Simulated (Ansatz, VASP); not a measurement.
CdTe in VASP and in Ansatz

```xyz
4
Lattice="4.5887 0.0000 0.0000 0.0000 4.5887 0.0000 0.0000 0.0000 6.4893" Properties=species:S:1:pos:R:3 pbc="T T T"
Cd    0.0000    0.0000    0.0000
Cd    2.2943    2.2943    3.2447
Te    0.0000    2.2943    1.6223
Te    2.2943    4.5887    4.8670
```

Alike in both runs: task single point; functional PBEsol; k mesh 6 × 6 × 4; occupations gaussian, width 0.05 eV; no spin polarisation.

```csv
,VASP,Ansatz
version,VASP 6.6.1,Ansatz 0.2.0
potentials or method,"VASP PAW PBE potentials, release 64 (Cd, Te)","scalar-relativistic, plane waves, PAW"
plane-wave cutoff (eV),520,420
valence electrons in the cell,36,72
```

```tsv
	VASP	Ansatz	Ansatz less VASP
gap on the k mesh at the Fermi level (eV)	0.65	0.65	-0.002
least direct gap on the mesh (eV)	0.65	0.65	-0.002
pressure (GPa)	0.1	0.0	-0.14
```

The two sets of potentials don't hold the same shells in valence.

Caveats: the PAW data sets were made with another functional, which shifts forces and pressure a little (VASP); spin-orbit coupling is left out, which moves the levels of the heavy elements.
